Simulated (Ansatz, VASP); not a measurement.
# PtSe2 (spin): VASP beside Ansatz

The input INCAR:

```
PREC = Accurate
ENCUT = 600
EDIFF = 1E-7
ISMEAR = 0
SIGMA = 0.1
LREAL = F
LASPH = T
NELM = 100
ALGO = Normal
ISIF = 3
LWAVE = F
LCHARG = F
GGA = PE
IVDW = 12
IBRION = 2
NSW = 100
EDIFFG = -0.002
```

KPOINTS

```
regular mesh
0
Gamma
  15 15 10
```

The input POSCAR:

```
PtSe2
1.0
    3.7644458752      0.0000000000      0.0000000000
   -1.8822229376      3.2601057591      0.0000000000
    0.0000000000      0.0000000000      4.8652984040
Pt Se
1 2
Direct
    0.0000000000      0.0000000000      0.0000000000
    0.3333333333      0.6666666667      0.2644373557
    0.6666666667      0.3333333333      0.7355626443
```

Input for Ansatz:

```yaml
crystal:
  lattice:
    - [3.7644458752, 0.0, 0.0]
    - [-1.8822229376, 3.2601057591, 0.0]
    - [0.0, 0.0, 4.865298404]
  atoms:
    - { symbol: Pt, position: [0.0, 0.0, 0.0] }
    - { symbol: Se, position: [0.3333333333, 0.6666666667, 0.2644373557] }
    - { symbol: Se, position: [0.6666666667, 0.3333333333, 0.7355626443] }
basis:
  ecutwfc: 420
kpoints:
  mp_grid: { grid: [15, 15, 10] }
hamiltonian:
  xc: pbe
  dispersion: d3bj
scf:
  occupations: { method: gaussian, width: 0.1 }
output:
  forces: true
  stress: true
  eigenvalues: true
relax:
  adjacent_minimum: "off"
  f_tol: 0.002
  max_steps: 80
  cell: { stress_tol: 0.02 }
```

Alike in both runs: task relaxation of cell and atoms; functional PBE; dispersion D3(BJ); k mesh 15 × 15 × 10; occupations gaussian, width 0.1 eV; no spin polarisation.

```csv
,VASP,Ansatz
version,VASP 6.6.1,Ansatz 0.2.0
potentials or method,"VASP PAW PBE potentials, release 64 (Pt, Se)","scalar-relativistic, plane waves, PAW"
plane-wave cutoff (eV),600,420
valence electrons in the cell,22,50
```

```tsv
	VASP	Ansatz	Ansatz less VASP
gap on the k mesh at the Fermi level, each at its own relaxed structure (eV)	none	none	-
relaxed volume (Å³/atom)	19.78	19.80	+0.013
relaxed cell length with the largest relative difference (Å)	4.818	4.821	+0.0026
```

A gap of «none» marks a metal or a gap that the smearing closes. The two sets of potentials don't hold the same shells in valence.

Caveats: pairwise dispersion overbinds metals, which lowers pressure and volume. Spin-orbit coupling is left out, which matters for the levels of Pt.
